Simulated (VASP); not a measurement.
Set up this calculation in VASP 6.6.1, as the native input.

```
Task                   : single point
Functional             : PBE
Dispersion             : D3(BJ)
Potentials or basis    : VASP PAW PBE potentials, release 64 (O, H, N)
Cutoff                 : 520 eV
k mesh                 : 1 × 1 × 1
Occupations            : fermi-dirac, width 0.02 eV
Spin                   : no spin polarisation
Dipole correction      : no
Further INCAR settings : LREAL = Auto; ALGO = Fast; EDIFF = 1e-07; NBANDS = 34
```

The structure of H11NO4 lies in POSCAR:

```
H11NO4
1.0
    5.4175020000      0.0000000000      0.0000000000
    0.0000000000      5.4175020000      0.0000000000
    0.0000000000      0.0000000000      5.4175020000
O H N
4 11 1
Direct
    0.9570949209      0.6725144305      0.1239224127
    0.7183622266      1.0156732594      0.7851776791
    0.3727778535      0.4218712851      0.8803575354
    0.6605503784      0.3112099044      0.3462502222
    0.8951206810      0.8023975449      0.0125619405
    1.0596407133      0.5632032145      0.0198177714
    0.7570819610      1.1062460072      0.6327144549
    0.5953946799      0.8951690509      0.7245603993
    0.3923314838      0.5472800907      0.7482864244
    0.4811434511      0.2852745032      0.8283807932
    0.7737520050      0.4467527263      0.2971686175
    0.5460088378      0.3147318436      0.2067278348
    0.3049447103      0.9787332736      0.4995093701
    0.5025978641      0.7998851796      0.3611452911
    0.2195363867      0.7124165509      0.3987471262
    0.3623556466      0.7990329351      0.4883830272
```

The cell was built by a generator and needn't be a form met in nature.

One way to write it, as run:

INCAR

```
SYSTEM = H11NO4
PREC     = Accurate       ! precision mode
ENCUT    = 520            ! plane-wave cutoff, eV
EDIFF    = 1E-7           ! SCF threshold, eV
ISMEAR   = -1             ! smearing method
SIGMA    = 0.02           ! smearing width, eV
LREAL    = Auto         
LASPH    = .TRUE.         ! aspherical terms in the spheres
NELM     = 100            ! most SCF steps
ALGO     = Fast           ! electronic algorithm
ISIF     = 2              ! what is computed and relaxed
LWAVE    = .FALSE.        ! write WAVECAR
LCHARG   = .TRUE.         ! write CHGCAR
GGA      = PE             ! functional
IVDW     = 12             ! dispersion correction
LELF     = .TRUE.         ! ELF
LVHAR    = .TRUE.       
NBANDS   = 34             ! bands
```

KPOINTS

```
Automatic mesh
0
G
  1 1 1
  0 0 0
```

Potentials or basis: VASP PAW PBE potentials, release 64 (O, H, N).

The run is started by

```bash
$ cat potpaw_PBE.64/O/POTCAR potpaw_PBE.64/H/POTCAR potpaw_PBE.64/N/POTCAR > POTCAR
$ mpirun -np 1 vasp_gam > vasp.out
```

Results of the run:

```yaml
Pressure: -0.7 GPa
Largest_force: 0.374 eV/Å
Band_gap_on_the_k_mesh: 4.81 eV, direct
Dispersion_energy_per_atom: -0.034 eV
```

Wall time 11 s on 1 thread of Intel(R) Xeon(R) 6975P-C (Granite Rapids), on a shared host, peak memory 0.24 GiB.
